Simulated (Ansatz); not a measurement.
Zinc-blende ZnTe was calculated with PBE0 in Ansatz (PAW).

Numerical settings: plane-wave cutoff 460 eV, 8×8×8 k mesh, Fermi–Dirac smearing 0.01 eV, scalar-relativistic PAW data made under PBE.

A third-order Birch–Murnaghan fit to the energies gives V0 = 28.921 Å³/atom, B0 = 48.4 GPa, B′ = 4.5.

| V (Å³/atom) | P (GPa) |
|---|---|
| 27.440 | (withheld) |
| 28.039 | (withheld) |
| 28.885 | 0.056 |
| 29.607 | (withheld) |
| 30.329 | (withheld) |

Q: Estimate the withheld pressures from this fit; the answers are the runs' own values.

A: 
- 27.440, P (GPa): 2.856
- 28.039, P (GPa): 1.602
- 29.607, P (GPa): -1.082
- 30.329, P (GPa): -2.074

The formula P = (3/2) B0 (x^(7/3) − x^(5/3)) [1 + (3/4)(B′ − 4)(x^(2/3) − 1)] with x = V0/V meets the computed pressures within 0.01 GPa when these rounded values are put in.

Measured, for comparison: bulk modulus 51 ± 3 GPa (room temperature, not corrected to a static lattice; as tabulated in Determination of phase transition pressures of ZnTe under quasihydrostatic …); equilibrium volume per atom 28.42 Å³/atom (room temperature, not corrected to a static lattice; as tabulated in Albrecht et al. (1997), arXiv:cond-mat/9706128). Computed (rounded) less measured: bulk modulus -5 % (inside the measured uncertainty), equilibrium volume per atom +1.8 %.

Spin–orbit coupling is not included.

The computed numbers hold no vibrational or temperature effects.

Ansatz is a first-principles code.
